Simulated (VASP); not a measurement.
Wanted: an ASE script for a VASP 6.6.1 run.

| Item | Value |
| --- | --- |
| Task | single point |
| Functional | PBE |
| Potentials or basis | VASP PAW PBE potentials, release 64 (Ti_pv, Al) |
| Cutoff | 520 eV |
| k mesh | 8 × 8 × 8 |
| Occupations | gaussian, width 0.1 eV |
| Spin | no spin polarisation |
| Further INCAR settings | ALGO = Fast; EDIFF = 1.00e-07; NBANDS = 14 |

The structure of TiAl lies in POSCAR:

```
TiAl
1.0
    3.1790640000      0.0000000000      0.0000000000
    0.0000000000      3.1790640000      0.0000000000
    0.0000000000      0.0000000000      3.1790640000
Ti Al
1 1
Direct
    0.0000000000      0.0000000000      0.0000000000
    0.5000000000      0.5000000000      0.5000000000
```

The cell comes from a database or a generator and needn't be the stable form of this composition.

The input as run:

run.py

```python
from ase.calculators.vasp import Vasp
from ase.dft.bandgap import bandgap
from ase.io import read

atoms = read('POSCAR')
calc = Vasp(
    directory='calc',
    xc='pbe',
    pp='PBE',
    setups='materialsproject',
    prec='Accurate',
    encut=520,
    ediff=1e-07,
    ismear=0,
    sigma=0.1,
    lreal=False,
    lasph=True,
    nelm=80,
    algo='Fast',
    isif=2,
    lwave=False,
    lcharg=False,
    kpts=[8, 8, 8],
    gamma=True,
    nbands=14,
)
atoms.calc = calc

print('energy (eV):', atoms.get_potential_energy())
print('free energy (eV):', atoms.get_potential_energy(force_consistent=True))
print('forces (eV/A):')
print(atoms.get_forces())
print('stress (eV/A^3, Voigt):', atoms.get_stress())
print('Fermi level (eV):', calc.get_fermi_level())
gap, top, bottom = bandgap(calc)
print('band gap (eV):', gap, 'from (spin, k, band)', top, 'to', bottom)
```

Potentials or basis: VASP PAW PBE potentials, release 64 (Ti_pv, Al).

Command:

```sh
$ python run.py
```

It gave:

| Property | Result |
| --- | --- |
| Pressure | 0.8 GPa |
| Band gap on the k mesh | none (metal or under the smearing width) |

It took 9.8 s on 1 thread of AMD EPYC 9R45 96-Core Processor (Zen 5), on a shared host, peak memory 0.11 GiB.
